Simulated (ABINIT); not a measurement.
# Cu (Fm-3m) in ABINIT: reference runs

Aim: a first look at Cu with PBE, on the cell as given and on a disturbed one.

All numbers are computed with ABINIT 10.8.3 (patched build); they aren't measurements. Logs are shortened: lines on timing, memory, paths and dates and some standing lists are left out, and cuts for length are marked. The log counts tension as positive stress, the text compression.

### Step 1. The crystal as given

Symmetry: Fm-3m, No. 225, cubic system. Conventional cell: a = 3.615 Å, b = 3.615 Å, c = 3.615 Å, α = 90.00°, β = 90.00°, γ = 90.00°. Cu (site symmetry m-3m) is surrounded by 12 Cu at 2.56 Å.

### Step 2. Single point, PBE

run.abi

```
# Pseudopotentials
pp_dirpath "./"
pseudos "Cu.GGA_PBE-JTH.xml"

# Structure
structure "poscar:POSCAR"
natom 1

# Plane-wave basis
ecut 26.0
pawecutdg 48.0

# k points
kptopt 1
ngkpt 13 13 13
nshiftk 1
shiftk 0.0 0.0 0.0

# Exchange and correlation
ixc 11

# Bands and occupations
nband 14
occopt 3
tsmear 0.00183747

# SCF cycle
nstep 100
tolvrs 1.0e-9

# Output
iomode 3
prtwf 0
prteig 0
prtebands 0
enunit 1
prtden 1
prtvha 1
prtvclmb 1
prtpot 1
```

POSCAR

```
Cu
1.0
    0.0000000000      1.8075000000      1.8075000000
    1.8075000000      0.0000000000      1.8075000000
    1.8075000000      1.8075000000      0.0000000000
Cu
1
Direct
    0.0000000000      0.0000000000      0.0000000000  Cu
```

Potentials or basis: JTH PAW PBE v2.0.

On the command line:

```bash
> abinit run.abi > log 2>&1
```

run.abo:

```text
.Version 10.8.3 of ABINIT
 Symmetries : space group Fm -3 m (#225); Bravais cF (face-center cubic)
================================================================================
 Values of the parameters that define the memory need of the present run
     intxc =       0    ionmov =       0      iscf =      17    lmnmax =      18
     lnmax =       6     mgfft =      24  mpssoang =       3    mqgrid =    3001
     natom =       1  nloc_mem =       2    nspden =       1   nspinor =       1
    nsppol =       1      nsym =      48    n1xccc =       1    ntypat =       1
    occopt =       3   xclevel =       2
       mpw =         531          nfft =       13824          nkpt =          84
 PAW method is used; the additional fine FFT grid is defined by:
   mgfftf=        32    nfftf =     32768
================================================================================
================================================================================

--------------------------------------------------------------------------------
------------- Echo of variables that govern the present computation ------------
--------------------------------------------------------------------------------
 -outvars: echo values of preprocessed input variables --------
            acell      1.0000000000E+00  1.0000000000E+00  1.0000000000E+00 Bohr
              amu      6.35460000E+01
             ecut      2.60000000E+01 Hartree
           enunit           1
                       outvar_i_n : Printing only first  50 k-points.
              ixc          11
                       outvar_i_n : Printing only first  50 k-points.
         kptrlatt       13    0    0      0   13    0      0    0   13
          kptrlen      6.27965122E+01
            natom           1
            nband          14
            ngfft          24      24      24
          ngfftdg          32      32      32
             nkpt          84
            nstep         100
             nsym          48
           ntypat           1
                       prtocc : prtvol=0, do not print more k-points.
           occopt           3
        pawecutdg      4.80000000E+01 Hartree
         pawxcdev           0
        prtebands           0
           prteig           0
           prtpot           1
         prtvclmb           1
           prtvha           1
            prtwf           0
            rprim      0.0000000000E+00  3.4156799726E+00  3.4156799726E+00
                       3.4156799726E+00  0.0000000000E+00  3.4156799726E+00
                       3.4156799726E+00  3.4156799726E+00  0.0000000000E+00
          spgroup         225
           tolvrs      1.00000000E-09
           tsmear      1.83747000E-03 Hartree
            typat      1
           useylm           1
                       outvars : Printing only first  50 k-points.
            znucl       29.00000

================================================================================

 chkinp: Checking input parameters for consistency.

================================================================================
[... 105 lines left out ...]
    1        2.00090         17.36557807

================================================================================

 ----iterations are completed or convergence reached----

 Mean square residual over all n,k,spin=   49.495E-10; max=  48.796E-07
 reduced coordinates (array xred) for    1 atoms
       0.000000000000      0.000000000000      0.000000000000
 rms dE/dt=  0.0000E+00; max dE/dt=  0.0000E+00; dE/dt below (all hartree)
    1       0.000000000000      0.000000000000      0.000000000000

 cartesian coordinates (angstrom) at end:
    1      0.00000000000000     0.00000000000000     0.00000000000000

 cartesian forces (hartree/bohr) at end:
    1     -0.00000000000000    -0.00000000000000    -0.00000000000000
 frms,max,avg= 0.0000000E+00 0.0000000E+00   0.000E+00  0.000E+00  0.000E+00 h/b

 cartesian forces (eV/Angstrom) at end:
    1     -0.00000000000000    -0.00000000000000    -0.00000000000000
 frms,max,avg= 0.0000000E+00 0.0000000E+00   0.000E+00  0.000E+00  0.000E+00 e/A
 length scales=  1.000000000000  1.000000000000  1.000000000000 bohr
              =  0.529177210544  0.529177210544  0.529177210544 angstroms
 Fermi (or HOMO) energy (eV) =   7.27208   Average Vxc (eV)= -12.00822
 Eigenvalues (   eV  ) for nkpt=  84  k points:
 kpt#   1, nband= 14, wtk=  0.00046, kpt=  0.0000  0.0000  0.0000 (reduced coord)
-105.51442  -62.82361  -62.82361  -62.82361   -2.29441    4.09794    4.09794    4.09794
   4.92723    4.92723   29.92198   32.41380   32.41380   32.41380
 prteigrs : prtvol=0 or 1, do not print more k-points.

--- !EnergyTerms
iteration_state     : {dtset: 1, }
comment             : Components of total free energy in Hartree
kinetic             :  1.09643495459594E+01
hartree             :  4.12591977706372E+01
xc                  : -2.74257869473248E+00
Ewald energy        : -1.21142438844008E+02
psp_core            :  8.87095004001765E+00
local_psp           : -1.02920245759019E+02
PAW spherical_terms : -3.22529674796359E+01
internal            : -1.97963733420781E+02
'-kT*entropy'       : -1.00055178751094E-04
total_energy        : -1.97963833475960E+02
total_energy_eV     : -5.38687033544941E+03
...

--- !EnergyTermsDC
iteration_state     : {dtset: 1, }
comment             : '"Double-counting" decomposition of free energy'
band_energy         : -1.99671309306137E+01
Ewald energy        : -1.21142438844008E+02
psp_core            :  8.87095004001765E+00
xc_dc               : -4.04618293644317E+01
PAW spherical_terms : -2.52632827615977E+01
internal            : -1.97963731860633E+02
'-kT*entropy'       : -1.00055178751094E-04
total_energy_dc     : -1.97963831915812E+02
total_energy_dc_eV  : -5.38687029299562E+03
...

--- !EnergyTermsWithPAWCore
iteration_state     : {dtset: 1, }
comment             : 'Components of total free energy, including PAW core contributions'
Total energy        : -1.65498702561556E+03
Total energy DC     : -1.65498702405541E+03
Total energy (eV)   : -4.50344911861123E+04
Total energy DC (eV): -4.50344911436585E+04
...

 Cartesian components of stress tensor (hartree/bohr^3)
  sigma(1 1)= -5.40376340E-05  sigma(3 2)=  0.00000000E+00
  sigma(2 2)= -5.40376340E-05  sigma(3 1)=  0.00000000E+00
  sigma(3 3)= -5.40376340E-05  sigma(2 1)=  0.00000000E+00

-Cartesian components of stress tensor (GPa)         [Pressure=  1.5898E+00 GPa]
- sigma(1 1)= -1.58984208E+00  sigma(3 2)=  0.00000000E+00
- sigma(2 2)= -1.58984208E+00  sigma(3 1)=  0.00000000E+00
- sigma(3 3)= -1.58984208E+00  sigma(2 1)=  0.00000000E+00

== END DATASET(S) ==============================================================
================================================================================

 -outvars: echo values of variables after computation  --------
            acell      1.0000000000E+00  1.0000000000E+00  1.0000000000E+00 Bohr
           etotal     -1.9796383192E+02
            fcart     -0.0000000000E+00 -0.0000000000E+00 -0.0000000000E+00
            rprim      0.0000000000E+00  3.4156799726E+00  3.4156799726E+00
                       3.4156799726E+00  0.0000000000E+00  3.4156799726E+00
                       3.4156799726E+00  3.4156799726E+00  0.0000000000E+00
           strten     -5.4037634032E-05 -5.4037634032E-05 -5.4037634032E-05
                       0.0000000000E+00  0.0000000000E+00  0.0000000000E+00
 Calculation completed.
```

Wall time 29 s (1 thread of Intel Xeon Platinum 8259CL at 2.50GHz (Skylake/Cascade Lake), shared host); peak memory 0.11 GiB.

What came out:

```
Free energy                                           : -5386.8703 eV
Pressure                                              : 1.6 GPa
Band gap on the k mesh                                : none (metal or under the smearing width)
Valence electrons inside the program's atomic spheres : Cu 17.37 (radii [1.0588] Å)
```

### Step 3. Single point, PBE (cell strained at random at fixed volume)

run.abi

```
pp_dirpath "./"
pseudos "Cu.GGA_PBE-JTH.xml"

acell 3*1.0
rprim
    -0.0162100707     3.3934794677     3.4046968820
     3.4448762389    -0.0454516927     3.4339403938
     3.3926744444     3.3705192953     0.0067501017
ntypat 1
znucl 29
natom 1
typat 1
xred
     0.0014560000    -0.0242930000     0.0293210000
chkprim 0
chksymtnons 0
tolsym 1.0e-6

ecut 26.0
pawecutdg 48.0

kptopt 1
ngkpt 13 13 13
nshiftk 1
shiftk 0.0 0.0 0.0

ixc 11

nband 14
occopt 3
tsmear 0.00183747

nstep 100
tolvrs 1.0e-9

iomode 3
prtwf 0
prtden 0
prteig 0
prtebands 0
enunit 2
```

Potentials or basis: JTH PAW PBE v2.0.

On the command line:

```bash
> abinit run.abi > log 2>&1
```

run.abo:

```text
.Version 10.8.3 of ABINIT
 Symmetries : space group P-1 (#  2); Bravais aP (primitive triclinic)
================================================================================
 Values of the parameters that define the memory need of the present run
     intxc =       0    ionmov =       0      iscf =      17    lmnmax =      18
     lnmax =       6     mgfft =      24  mpssoang =       3    mqgrid =    3001
     natom =       1  nloc_mem =       2    nspden =       1   nspinor =       1
    nsppol =       1      nsym =       2    n1xccc =       1    ntypat =       1
    occopt =       3   xclevel =       2
       mpw =         531          nfft =       13824          nkpt =        1099
 PAW method is used; the additional fine FFT grid is defined by:
   mgfftf=        32    nfftf =     28800
================================================================================
================================================================================

--------------------------------------------------------------------------------
[... 238 lines left out ...]
  sigma(2 2)= -6.40425163E-05  sigma(3 1)=  2.85045151E-05
  sigma(3 3)= -4.93567055E-05  sigma(2 1)= -5.45467605E-05

-Cartesian components of stress tensor (GPa)         [Pressure=  1.6245E+00 GPa]
- sigma(1 1)= -1.53707129E+00  sigma(3 2)= -5.64522290E-01
- sigma(2 2)= -1.88419588E+00  sigma(3 1)=  8.38631787E-01
- sigma(3 3)= -1.45212441E+00  sigma(2 1)= -1.60482110E+00

== END DATASET(S) ==============================================================
================================================================================

 -outvars: echo values of variables after computation  --------
            acell      1.0000000000E+00  1.0000000000E+00  1.0000000000E+00 Bohr
           etotal     -1.9796377334E+02
            fcart     -0.0000000000E+00 -0.0000000000E+00 -0.0000000000E+00
            rprim     -1.6210070700E-02  3.3934794677E+00  3.4046968820E+00
                       3.4448762389E+00 -4.5451692700E-02  3.4339403938E+00
                       3.3926744444E+00  3.3705192953E+00  6.7501017000E-03
           strten     -5.2243991285E-05 -6.4042516281E-05 -4.9356705546E-05
                      -1.9187722627E-05  2.8504515079E-05 -5.4546760452E-05
           xangst      8.3433397219E-03  5.5495904351E-02 -4.1416348391E-02
             xred      1.4560000000E-03 -2.4293000000E-02  2.9321000000E-02
 Calculation completed.
```

Run time: 6 min. Hardware: 1 thread of Intel Xeon Platinum 8259CL at 2.50GHz (Skylake/Cascade Lake), shared host; peak memory 0.36 GiB.

What came out:

- Free energy: -5386.8687 eV
- Pressure: 1.6 GPa
- Band gap on the k mesh: none (metal or under the smearing width)
- Valence electrons inside the program's atomic spheres: Cu 17.37 (radii [1.0588] Å)

Stress tensor (GPa, compression positive):
```
 1.54  1.60 -0.84
 1.60  1.88  0.56
-0.84  0.56  1.45
```
